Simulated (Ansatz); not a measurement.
This is a one-shot G0W0 calculation with the PAW code Ansatz on BN in the wurtzite structure; the level of theory is G0W0@PBE with 98 empty bands, a screening cutoff of 150 eV and a 6×6×4 mesh. The cell was relaxed with r2SCAN and then strained, so it isn't that functional's minimum.

Input (YAML):
```yaml
crystal:
  lattice:
    - [2.5439499996, 0.0, 0.0]
    - [-1.2719749998, 2.2031253256, 0.0]
    - [0.0, 0.0, 4.2078153415]
  atoms:
    - { symbol: B, position: [0.3333333333, 0.6666666667, 0.000203465] }
    - { symbol: B, position: [0.6666666667, 0.3333333333, 0.500203465] }
    - { symbol: "N", position: [0.3333333333, 0.6666666667, 0.374796535] }
    - { symbol: "N", position: [0.6666666667, 0.3333333333, 0.874796535] }
kpoints:
  mp_grid: { grid: [6, 6, 4] }
hamiltonian:
  xc: pbe
scf:
  occupations: { method: fixed }
gw:
  n_empty_bands: 98
  ecut_chi: 150
  qp_bands: [v2, c2]
  qp_kpoints: band_edges
  screening: { model: contour_deformation }
```

It took 4.3 s on 1 × NVIDIA H100 80GB HBM3 with 2 threads of AMD EPYC 7R13 Processor (Zen 3), with other jobs on the host, load about 2.0 per core; peak host memory 1.4 GiB.

What the program printed (shortened):
```
Pseudopotential: B, paw, valence charge 3, recommended cutoff 420 eV (normal)
Pseudopotential: N, paw, valence charge 5, recommended cutoff 420 eV (normal)
Functional definition: PBE
Crystal: 4 atoms, lattice volume = 23.583 Å³
Basis set: ecut = 420 eV, 465 PW (Γ)
Bands: 12, of which v1, the nominal top of the filled ones, is band 8 counted from 1 (7 counted from 0)
Symmetry: 12 space group operations
Space group: P63mc (ITA 186)
k-points: 21 of 144 (time reversal used)
SCF iter   1: HF=-1084.474117 eV  Δρ=2.77e-3  dr2=8.97e-4
SCF iter   2: HF=-1084.474332 eV  Δρ=1.00e-3  dr2=1.11e-4
SCF iter   3: HF=-1084.474452 eV  Δρ=4.87e-4  dr2=1.66e-5
SCF iter   4: HF=-1084.474501 eV  Δρ=5.49e-5  dr2=3.39e-7
SCF iter   5: HF=-1084.474502 eV  Δρ=7.91e-6  dr2=6.95e-9
SCF iter   6: HF=-1084.474502 eV  Δρ=9.02e-7  dr2=6.04e-11
SCF 1 converged in 6 iterations: F = -1084.474502 eV  dr2 = 6.04e-11
SCF converged after 6 iterations
Free energy (F): -1084.474502 eV
Fermi energy:    11.366515 eV
--- G₀W₀: contour deformation, 6 samples at zero and on the imaginary axis and 2 off it, 144 q-points, 98 empty bands' worth ---
    ik  band        ε_KS         Σx   Σc(E_QP)       V_xc       Z   E_QP_lin       E_QP  E_QP is
     0     7     11.3665   -23.0358     2.7928   -19.4344  0.8253    10.5552    10.5579  root
     0     8     11.3665   -23.0358     2.7928   -19.4344  0.8253    10.5552    10.5579  root
     0     9     19.7624    -7.7122    -5.4333   -14.3977  0.8389    21.0220    21.0146  root
     0    10     19.7624    -7.7122    -5.4333   -14.3977  0.8389    21.0220    21.0146  root
     1     7     10.9887   -22.8878     2.8568   -19.1806  0.8248    10.1354    10.1384  root
     1     8     10.9887   -22.8878     2.8568   -19.1806  0.8248    10.1354    10.1384  root
     1     9     20.2007    -7.7914    -5.4996   -14.5690  0.8374    21.4868    21.4787  root
     1    10     20.2007    -7.7914    -5.4996   -14.5690  0.8374    21.4868    21.4787  root
     3     7     10.5009   -22.4996     2.8143   -18.8015  0.8247     9.6137     9.6170  root
     3     8     10.7761   -22.8414     2.8986   -19.0684  0.8244     9.8986     9.9018  root
     3     9     19.1040    -8.0858    -5.2364   -14.3721  0.8414    20.1590    20.1540  root
     3    10     20.6272    -8.2671    -5.6329   -15.2211  0.8327    21.9573    21.9483  root
     5     7      9.3688   -22.4315     3.1617   -18.2542  0.8213     8.3483     8.3532  root
     5     8      9.3688   -22.4315     3.1617   -18.2542  0.8213     8.3483     8.3532  root
     5     9     20.1086    -8.3069    -5.3743   -14.8024  0.8383    21.2358    21.2298  root
     5    10     20.1086    -8.3069    -5.3743   -14.8024  0.8383    21.2358    21.2298  root
     6     7      8.7279   -21.8908     3.1337   -17.6938  0.8208     7.6590     7.6646  root
     6     8      9.7110   -22.6619     3.1308   -18.5480  0.8218     8.7235     8.7280  root
     6     9     18.3596    -8.2230    -5.0070   -14.1032  0.8457    19.2360    19.2328  root
     6    10     20.2392    -8.2226    -5.3616   -14.7011  0.8368    21.3622    21.3561  root
     7     7      8.8456   -22.3218     3.2252   -18.0413  0.8199     7.7848     7.7903  root
     7     8      9.1759   -22.4898     3.2281   -18.2271  0.8205     8.1362     8.1414  root
     7     9     18.1579    -8.4207    -4.9665   -14.2667  0.8455    19.0405    19.0373  root
     7    10     19.4616    -7.9995    -5.2467   -14.2539  0.8419    20.4740    20.4694  root
     8     7      8.1077   -22.3168     3.4615   -17.7219  0.8171     6.9674     6.9743  root
     8     8      8.1077   -22.3168     3.4615   -17.7219  0.8171     6.9674     6.9743  root
     8     9     18.6117    -8.3645    -5.0503   -14.3468  0.8441    19.5474    19.5437  root
     8    10     18.6117    -8.3645    -5.0503   -14.3468  0.8441    19.5474    19.5437  root
     9     7      6.9488   -21.1583     3.4273   -16.5178  0.8158     5.7268     5.7355  root
     9     8      9.2480   -22.6392     3.2433   -18.3674  0.8205     8.2145     8.2196  root
     9     9     18.1007    -7.9505    -4.9738   -13.7196  0.8485    18.8987    18.8960  root
     9    10     19.3539    -8.8556    -5.0093   -14.8755  0.8396    20.3690    20.3644  root
    10     7      7.8627   -21.8861     3.3769   -17.3665  0.8176     6.7130     6.7200  root
    10     8      8.6928   -22.4754     3.3475   -18.0475  0.8189     7.6065     7.6124  root
    10     9     18.2208    -8.7972    -4.8731   -14.5620  0.8444    19.1158    19.1126  root
    10    10     18.2366    -7.9094    -5.0145   -13.7543  0.8475    19.0699    19.0670  root
  […]
```

The points are ik 0 = (0, 0, 0) (Γ), ik 1 = (0, 0, 1/4), ik 3 = (0, 1/6, 0), ik 5 = (0, 1/6, -1/2), ik 6 = (0, 1/3, 0), ik 7 = (0, 1/3, 1/4), ik 8 = (0, 1/3, -1/2), ik 9 = (0, -1/2, 0) (M), ik 10 = (0, -1/2, 1/4), ik 11 = (0, -1/2, -1/2) (L), ik 12 = (1/6, 1/6, 0), ik 15 = (1/6, 1/3, 0); band 8 is the last filled one.

Over the mesh points the PBE gap of 5.21 eV becomes a quasiparticle gap of 6.71 eV (Γ to K), a change of +1.50 eV. Renormalisation factors Z lie between 0.80 and 0.86. No extrapolation in bands, cutoff or mesh was made for G0W0.

(Simulation; spin polarisation is off.)
